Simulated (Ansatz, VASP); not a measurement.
# Zn: VASP beside Ansatz

```xyz
4
Lattice="2.6141 -1.7277 0.0000 2.6141 1.7277 0.0000 0.0000 0.0000 7.0477" Properties=species:S:1:pos:R:3 pbc="T T T"
Zn    2.6141   -1.2094    0.8246
Zn    2.6141   -0.5183    4.3484
Zn    2.6141    1.2094    6.2231
Zn    2.6141    0.5183    2.6993
```

Alike in both runs: task relaxation of cell and atoms; functional PBE; k mesh 6 × 6 × 4; occupations gaussian, width 0.1 eV; no spin polarisation.

|  | VASP | Ansatz |
| --- | --- | --- |
| version | VASP 6.6.1 | Ansatz 0.2.0 |
| potentials or method | VASP PAW PBE potentials, release 64 (Zn) | scalar-relativistic, plane waves, PAW |
| plane-wave cutoff (eV) | 600 | 420 |
| valence electrons in the cell | 48 | 48 |

VASP gave:

```
gap on the k mesh at the Fermi level, each at its own relaxed structure (eV) : none
relaxed volume (Å³/atom)                                                     : 15.85
relaxed cell length with the largest relative difference (Å)                 : 2.598
energy change over the relaxation (meV/atom)                                 : -776
```

Estimate Ansatz's values.

gap on the k mesh at the Fermi level, each at its own relaxed structure (eV): none; relaxed volume (Å³/atom): 16.56; relaxed cell length with the largest relative difference (Å): 3.179; energy change over the relaxation (meV/atom): -792.

A gap of «none» marks a metal or a gap that the smearing closes. One of these differences is far larger than is usual between the two programs; its cause wasn't traced.

Caveats: the k mesh is coarse (spacing up to 0.36 Å⁻¹), so the values aren't converged.
